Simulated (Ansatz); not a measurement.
## KI (Fm-3m): volume and gaps against pressure

```
K I
1.0
     3.54595    3.54595    0.00000
    -3.54595    3.54595    0.00000
     0.00000    3.54595    3.54595
K I
1 1
Direct
  0.00000 0.00000 0.00000
  0.50000 0.50000 0.00000
```

This is the zero-pressure cell under r²SCAN. Cell and atoms are relaxed by PAW (default files of Ansatz 0.2.0, cutoff 500 eV, stress met within about 0.05 GPa) at each pressure, in this structure whether or not another phase would take over; P is the pressure reached, less that of this cell. Levels come from r²SCAN, PAW on Ansatz 0.2.0's default frozen-core files (fitted under PBE), scalar-relativistic; k mesh 6×6×6, fixed occupations, cutoff 500 eV. Conduction levels are in eV over the valence top (at Γ), at fixed fractional wave vectors. Zone-centre phonons come from finite displacements by PAW, without the LO-TO term.

```
P (GPa)    V/V₀      Γ      X      L  T1u TO (cm⁻¹)
   0.00  1.0000  4.582  5.400  6.016          100.9
   1.99       ?      ?      ?      ?              ?
   3.99  0.8208  5.166  4.988  6.210          151.0
   6.98  0.7547  5.471  4.748  6.272          174.7
   9.96  0.7086  5.724  4.539  6.308          193.4
  14.97  0.6533  6.085  4.228  6.340          218.7
```

Problem. Fit the third-order Birch-Murnaghan equation to the rows shown.

Solution. With f = [(V₀/V)^(2/3) − 1]/2, the normalised pressure F = P/[3f(1 + 2f)^(5/2)] is 13.6 GPa at f = 0.0703, 14.1 GPa at f = 0.1032, 14.5 GPa at f = 0.1291, 15.0 GPa at f = 0.1641. The line F = B₀[1 + (3/2)(B′ − 4)f] gives B₀ = 12.6 GPa and B′ = 4.8.

Problem. What are the volume deformation potentials and pressure coefficients of these levels at zero pressure?

Solution. 

```csv
level,dE/dlnV (eV),dE/dP = −(dE/dlnV)/B₀ (meV/GPa),mean slope up to 4.0 GPa (meV/GPa)
Γ,-2.54,201.4,146.4
X,1.61,-127.6,-103.2
L,-1.12,89.2,48.8
```

dE/dlnV is the slope of a cubic fit in ln V at V₀. The last column is read from two rows and shows how the slope bends with pressure.

Problem. What mode Grüneisen parameters follow?

Solution. γ = −d ln ω/d ln V at V₀ from a quadratic fit in ln V: T1u 2.22.

Problem. What belongs in the row at 1.99 GPa?

Solution. The fits give V/V₀ = 0.8879 and Γ = 4.913 eV. Computed: V/V₀ = 0.8874, Γ = 4.914, X = 5.175, L = 6.141, T1u TO (cm⁻¹) = 130.3.

Problem. Where does the lowest conduction level change its place?

Solution. From Γ to X near 3.2 GPa, by linear interpolation between the computed rows. Errors in the spacing of the valleys shift these pressures.

Known limits: no other phase was computed; many crystals of this kind change structure within this range, and rows or crossings beyond such a change describe a metastable lattice; frozen-core PAW files fitted under PBE, their cores solved anew for the functional of the run; no spin-orbit coupling on heavy atoms; semilocal gaps are low, and the spacing of valleys can be off by tenths of an eV; levels are read at fixed fractional k, so an edge that moves off these points is missed.
